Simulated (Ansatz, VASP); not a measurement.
TiTe2 in VASP and in Ansatz

```xyz
3
Lattice="3.7770 0.0000 0.0000 -1.8885 3.2710 0.0000 0.0000 0.0000 6.4980" Properties=species:S:1:pos:R:3 pbc="T T T"
Te    0.0000    2.1807    4.7903
Te    1.8885    1.0903    1.7077
Ti    0.0000    0.0000    0.0000
```

Alike in both runs: functional PBE; k mesh 5 × 5 × 3; occupations fermi-dirac, width 0.05 eV; no spin polarisation.

|  | VASP | Ansatz |
| --- | --- | --- |
| version | VASP 6.6.1 | Ansatz 0.2.0 |
| potentials or method | VASP PAW PBE potentials, release 64 (Te, Ti_sv) | Ansatz PAW |
| plane-wave cutoff (eV) | 520 | 420 |
| valence electrons in the cell | 24 | 44 |
| task | single point | band structure |

```csv
,VASP,Ansatz,Ansatz less VASP
gap on the k mesh at the Fermi level (eV),none,none,-
pressure (GPa),0.9,0.9,+0.03
largest component of the traceless stress (GPa),0.28,0.27,-0.003
rms of the force components (eV/Å),0.004,0.009,+0.0044
```

Atom by atom the forces differ by 0.004 eV/Å (rms over components). A gap of «none» marks a metal or a gap that the smearing closes. The two sets of potentials don't hold the same shells in valence.

Caveats: the k mesh is coarse (spacing up to 0.38 Å⁻¹), so the values aren't converged; this functional lacks dispersion, which binds the layers, so the pressure and a relaxed spacing across them are unreliable; spin-orbit coupling is left out, which moves the levels of the heavy elements (Ansatz). The runs have no spin-orbit coupling, so splittings on Te are missing.
